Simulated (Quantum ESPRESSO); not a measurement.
The system is Ti3Al.

```
Ti Al
1.0
     2.92754    0.00000    0.00000
    -1.46377    2.53533    0.00000
     0.00000    0.00000    9.22636
Ti Al
3 1
Cartesian
  0.0000 1.6902 2.3011
  0.0000 1.6902 6.9253
  1.4638 0.8451 0.0000
  1.4638 0.8451 4.6132
```

The cell comes from a database or a generator and needn't be the stable form of this composition.

| Item | Value |
| --- | --- |
| Program | Quantum ESPRESSO 7.5 |
| Task | single point |
| Functional | PBE |
| Potentials or basis | SSSP 1.3 efficiency PBE |
| Cutoff | 748 eV |
| Density cutoff | 5987 eV |
| k mesh | 10 × 10 × 3 |
| Occupations | fermi-dirac, width 0.05 eV |
| Spin | no spin polarisation |

On this cell: pressure 0.3 GPa; largest force 0.003 eV/Å; band gap on the k mesh none (metal or under the smearing width).

The same run follows on a disturbed copy (atoms moved at random, drawn with an rms of 0.05 Å):

```
Ti Al
1.0
     2.92754    0.00000    0.00000
    -1.46377    2.53533    0.00000
     0.00000    0.00000    9.22636
Ti Al
3 1
Direct
  0.35222 0.68057 0.25483
  0.34791 0.69140 0.74630
  0.65209 0.34189 0.00035
  0.66040 0.32153 0.50111
```

What does the disturbed cell give?

The energy (extrapolated to zero smearing) moves by +7.8 meV/atom; pressure 0.3 GPa; largest force 0.422 eV/Å; band gap on the k mesh none (metal or under the smearing width).

Forces in eV/Å, atoms in the order of the input:
```
Ti  -0.106 -0.075 -0.347
Ti  -0.035 -0.162  0.389
Ti   0.097  0.036  0.011
Al   0.045  0.200 -0.052
```

Stress tensor (GPa, compression positive):
```
-0.71 -0.63  0.07
-0.63  0.60 -0.13
 0.07 -0.13  0.89
```
